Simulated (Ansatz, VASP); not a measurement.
**CuO (Tenorite) in VASP and in Ansatz**

```xyz
4
Lattice="2.0872 -2.0761 0.1653 2.0872 2.0761 0.1653 -0.4125 0.0000 5.2016" Properties=species:S:1:pos:R:3 pbc="T T T"
Cu    1.0436    1.0380    0.0826
Cu    0.8374   -1.0380    2.6834
O     1.9841   -0.0001    1.4657
O     1.7778    0.0001    4.0665
```

Alike in both runs: functional PBE; k mesh 10 × 10 × 6; occupations gaussian, width 0.05 eV; collinear spin; Hubbard terms Cu d U = 4.0 eV.

Ansatz relaxed the structure, and its values are those at the end. VASP's run is a single point on that final structure, the one shown.

|  | VASP | Ansatz |
| --- | --- | --- |
| version | VASP 6.6.1 | Ansatz 0.2.0 |
| potentials or method | VASP PAW PBE potentials, release 64 (Cu, O) | scalar-relativistic, plane waves, PAW |
| plane-wave cutoff (eV) | 520 | 420 |
| valence electrons in the cell | 34 | 50 |

|  | VASP | Ansatz | Ansatz less VASP |
| --- | --- | --- | --- |
| gap on the k mesh at the Fermi level (eV) | none | none | - |
| pressure (GPa) | -2.7 | 0.0 | +2.67 |
| net moment per atom (μB) | 0.49 | 0.47 | -0.017 |
| size of the moment on the site where the two differ most (μB) | 0.63 | 0.59 | -0.044 |

Site moments also hang on the region over which each program counts them. The programs project onto different local orbitals, so the same U acts differently. A gap of «none» marks a metal or a gap that the smearing closes. The two sets of potentials don't hold the same shells in valence. Ansatz warned: «filled_band_counts_differ_across_k_points».

The state reached can hang on the start; a lower one may exist.
